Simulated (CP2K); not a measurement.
Wanted: the native input for a CP2K 2026.2 run.

```yaml
Task: single point
Functional: PBE
Potentials_or_basis: GTH_POTENTIALS Al GTH-PBE-q3, N GTH-PBE-q5; SZV-MOLOPT-SR-GTH basis
Density_cutoff: 6803 eV
k_mesh: 10 × 10 × 10
Occupations: fermi-dirac, width 0.05 eV
Spin: no spin polarisation
SCF_solver: diagonalisation with k points
Quickstep_method: GPW
EPS_DEFAULT: 1.0E-9
EPS_SCF: 1.0E-6
MAX_SCF: 100
SCF_GUESS: ATOMIC
k_points_reduced_by_the_point_group: yes
Mesh_centred_on_Gamma: yes
CHOLESKY: OFF
EPS_EIGVAL: 1.0E-7
MIXING_METHOD: BROYDEN_MIXING
MIXING_ALPHA: 0.4
NBUFFER: 8
NGRIDS: 5
Basis_sets: Al SZV-MOLOPT-SR-GTH-q3, N SZV-MOLOPT-SR-GTH-q5
Potentials: Al GTH-PBE-q3 of GTH_POTENTIALS, N GTH-PBE-q5 of GTH_POTENTIALS
ADDED_MOS: "[4]"
REL_CUTOFF_Ry: 60 Ry
MIXING_BETA_1/bohr: 1.5 1/bohr
CUTOFF_of_the_grids: 500 Ry
```

Crystal: AlN.

```
Al N
1.0
     3.08863    0.00000    0.00000
     1.54432    2.67483    0.00000
     1.54432    0.89161    2.52186
Al N
1 1
Direct
  0.00000 0.00000 0.00000
  0.25000 0.25000 0.25000
```

Measurements of this composition are mostly on another form, of space group No. 186.

The input as run:

aln_scf.inp

```
&GLOBAL
  PROJECT aln_scf
  RUN_TYPE ENERGY_FORCE
  PRINT_LEVEL LOW
&END GLOBAL
&FORCE_EVAL
  METHOD QS
  STRESS_TENSOR ANALYTICAL
  &DFT
    BASIS_SET_FILE_NAME BASIS_MOLOPT
    POTENTIAL_FILE_NAME GTH_POTENTIALS
    &MGRID
      CUTOFF 500
      REL_CUTOFF 60
      NGRIDS 5
    &END MGRID
    &QS
      METHOD GPW
      EPS_DEFAULT 1.0E-9
    &END QS
    &KPOINTS
      SCHEME MONKHORST-PACK 10 10 10
      GAMMA_CENTERED T
      SYMMETRY T
      SYMMETRY_BACKEND SPGLIB
    &END KPOINTS
    &SCF
      SCF_GUESS ATOMIC
      EPS_SCF 1.0E-6
      MAX_SCF 100
      ADDED_MOS 4
      CHOLESKY OFF
      EPS_EIGVAL 1.0E-7
      &DIAGONALIZATION ON
        ALGORITHM STANDARD
      &END DIAGONALIZATION
      &MIXING ON
        METHOD BROYDEN_MIXING
        ALPHA 0.4
        BETA 1.5
        NBUFFER 8
      &END MIXING
      &SMEAR ON
        METHOD FERMI_DIRAC
        ELECTRONIC_TEMPERATURE 580.23
      &END SMEAR
    &END SCF
    &XC
      &XC_FUNCTIONAL
        &GGA_X_PBE
        &END GGA_X_PBE
        &GGA_C_PBE
        &END GGA_C_PBE
      &END XC_FUNCTIONAL
    &END XC
    &PRINT
      &KPOINTS ON
      &END KPOINTS
      &MULLIKEN ON
      &END MULLIKEN
      &MO ON
        ENERGIES T
        OCCUPATION_NUMBERS T
        &EACH
          QS_SCF 0
        &END EACH
        ADD_LAST NUMERIC
      &END MO
    &END PRINT
  &END DFT
  &SUBSYS
    &CELL
      A 3.0886333121 0.0000000000 0.0000000000
      B 1.5443166561 2.6748349113 0.0000000000
      C 1.5443166561 0.8916116371 2.5218585391
      PERIODIC XYZ
    &END CELL
    &COORD
      SCALED
      Al  0.0000000000 0.0000000000 0.0000000000
      N   0.2500000000 0.2500000000 0.2500000000
    &END COORD
    &KIND Al
      BASIS_SET SZV-MOLOPT-SR-GTH-q3
      POTENTIAL GTH-PBE-q3
    &END KIND
    &KIND N
      BASIS_SET SZV-MOLOPT-SR-GTH-q5
      POTENTIAL GTH-PBE-q5
    &END KIND
    &PRINT
      &ATOMIC_COORDINATES ON
      &END ATOMIC_COORDINATES
      &CELL ON
      &END CELL
    &END PRINT
  &END SUBSYS
  &PRINT
    &FORCES ON
    &END FORCES
    &STRESS_TENSOR ON
    &END STRESS_TENSOR
  &END PRINT
&END FORCE_EVAL
```

Potentials or basis: GTH_POTENTIALS Al GTH-PBE-q3, N GTH-PBE-q5; SZV-MOLOPT-SR-GTH basis.

Launch:

```bash
$ OMP_NUM_THREADS=1 cp2k.psmp -i aln_scf.inp -o aln_scf.out
```

It gave:

| Property | Result |
| --- | --- |
| Pressure | 16.6 GPa |
| Band gap on the k mesh | 4.21 eV, direct |
| Mulliken charges | Al +0.72; N -0.72 e |

Caveat: a minimal basis gives rough bond lengths, pressures and levels; Mulliken charges move with the basis; the basis of atomic orbitals isn't converged, which shifts pressures, moduli and gaps.

Run time: 9.5 s on 1 thread of Arm Neoverse V1, on a shared host, peak memory 0.2 GiB.
